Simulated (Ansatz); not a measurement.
Debugging a comparison of enthalpies under pressure of two structures of I (the Python package of Ansatz (0.2.0)).

`transition.py`
```python
"""Enthalpies of two structures of I under pressure."""

import csv
import warnings

import ansatz as az
import numpy as np

ECUT = 450
XC = "pbe"
K_SPACING = 0.36
OCCUPATIONS = "fermi_dirac"
SMEARING_WIDTH = 0.02
LEVEL = "mp2"


def diamond(A, a):
    return az.Crystal.diamond(A, a=a)


def hcp(first, a):
    return (
        az.Lattice.from_parameters(a, a, 1.633 * a, alpha=90, beta=90, gamma=120)
        .space_group(194)
        .atom(first, [1 / 3, 2 / 3, 0.25])
    )


def compute(name, crystal, pressure=0.0):
    calc = (
        crystal.calculation()
        .basis(ECUT)
        .functional(XC)
        .kpoints(spacing=K_SPACING)
        .occupations(OCCUPATIONS, width=SMEARING_WIDTH)
        .correlation(LEVEL)
    )
    calc = calc.relax(force_tolerance=0.03, max_steps=30, cell=True, pressure=pressure)
    return calc.run()


def volume_per_atom(outcome):
    return abs(np.linalg.det(outcome.lattice.cell_ang)) / len(outcome.lattice.sites)

warnings.simplefilter("ignore", az.DeckWarning)

phases = {}
phases["diamond"] = diamond("I", 6.99)
phases["hcp"] = hcp("I", 3.59)

# H = E + PV, with 1 eV per cubic angstrom equal to 160.2 GPa
pressures = [0, 5, 10, 20]
enthalpy, volume = {name: [] for name in phases}, {name: [] for name in phases}
for p in pressures:
    for name, crystal in phases.items():
        o = compute(name, crystal, pressure=p)
        volume[name].append(volume_per_atom(o))
        enthalpy[name].append(o.report["energy_sigma0_ev"] / len(o.lattice.sites) + p * volume[name][-1] / 160.21766)
gap = np.array(enthalpy["hcp"]) - np.array(enthalpy["diamond"])
rows = [(p, va, vb, 1000 * d) for p, va, vb, d in zip(pressures, volume["diamond"], volume["hcp"], gap)]
with open("transition.csv", "w", newline="") as handle:
    writer = csv.writer(handle)
    writer.writerow(["P (GPa)", "V diamond (A^3/atom)", "V hcp (A^3/atom)", "H(hcp) - H(diamond) (meV/atom)"])
    writer.writerows([round(v, 4) if isinstance(v, float) else v for v in row] for row in rows)
print(open("transition.csv").read())
crossings = [p0 - g0 * (p1 - p0) / (g1 - g0) for p0, p1, g0, g1 in zip(pressures, pressures[1:], gap, gap[1:]) if g0 * g1 < 0]
print("crossing near", [round(float(p), 1) for p in crossings], "GPa") if crossings else print("no crossing in this range")
```

`python transition.py` gives:
```text
Traceback (most recent call last):
  File "transition.py", line 56, in <module>
    o = compute(name, crystal, pressure=p)
  File "transition.py", line 39, in compute
    return calc.run()
           ~~~~~~~~^^
  ...
ansatz.RefusalError: invalid value for `correlation`: it needs basis.gaussian or hamiltonian.integrals
```
(Library frames cut from the traceback.)

What is wrong, and how is it mended?

The fault: a wavefunction method is asked of a plane-wave crystal. The change:

```diff
--- before
+++ after
@@ -13,3 +13,2 @@
 SMEARING_WIDTH = 0.02
-LEVEL = "mp2"
 
@@ -35,3 +34,2 @@
         .occupations(OCCUPATIONS, width=SMEARING_WIDTH)
-        .correlation(LEVEL)
     )
```

After the fix:

```console
$ python transition.py
P (GPa),V diamond (A^3/atom),V hcp (A^3/atom),H(hcp) - H(diamond) (meV/atom)
0,60.0334,39.0094,-226.6874
5,47.2051,31.9444,-780.9454
10,41.6643,29.1411,-1211.874
20,35.6411,25.4032,-1902.3084

no crossing in this range
```

Notes:
- Absolute energies stand on the zero of these potentials, so only differences at equal settings mean something.
- At a fixed pressure a relaxation lowers the enthalpy F + PV, while F alone can rise.
- For the metals among these phases the mesh is modest: differences between phases can be off by up to 40 meV an atom.
- Only these two structures are compared, at zero temperature and with their symmetry kept; either may be hypothetical, and another phase may be lower than both. Differences under about 40 meV an atom lie within the error of mesh and functional.
- The cells are prototypes set up for this calculation and needn't exist.
- Wall time of the script: 86 s on 1 thread of Arm Neoverse V1 (shared host), peak memory 0.43 GiB.
